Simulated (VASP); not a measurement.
Set up this calculation in VASP 6.6.1, as the native input.

- Task: single point
- Functional: PBE
- Potentials or basis: VASP PAW PBE potentials, release 64 (Zn)
- Cutoff: 520 eV
- k mesh: 12 × 12 × 12
- Occupations: fermi-dirac, width 0.05 eV
- Spin: no spin polarisation
- Dipole correction: no
- Further INCAR settings: ALGO = Fast; EDIFF = 1e-06; NBANDS = 12

The structure of Zn lies in POSCAR:

```
Zn
1.0
    0.0000000000      1.9647760000      1.9647760000
    1.9647760000      0.0000000000      1.9647760000
    1.9647760000      1.9647760000      0.0000000000
Zn
1
Direct
    0.0000000000      0.0000000000      0.0000000000
```

This isn't the form of Zn at room conditions, which is hcp.

The input as run:

INCAR

```
SYSTEM = Zn
PREC = Accurate
ENCUT = 520
EDIFF = 1E-6
ISMEAR = -1
SIGMA = 0.05
LREAL = .FALSE.
LASPH = .TRUE.
NELM = 100
ALGO = Fast
ISIF = 2
LWAVE = .FALSE.
LCHARG = .FALSE.
GGA = PE
NBANDS = 12
```

KPOINTS

```
regular mesh
0
G
  12 12 12
  0 0 0
```

Potentials or basis: VASP PAW PBE potentials, release 64 (Zn).

Launch:

```sh
$ cat potpaw_PBE.64/Zn/POTCAR > POTCAR
$ mpirun -np 1 vasp_std > vasp.out
```

Results of the run:

```
Pressure               : 0.1 GPa
Band gap on the k mesh : none (metal or under the smearing width)
```

Run time: 20 s on 1 thread of AMD EPYC 7R13 Processor (Zen 3) (shared host), peak memory 0.1 GiB.
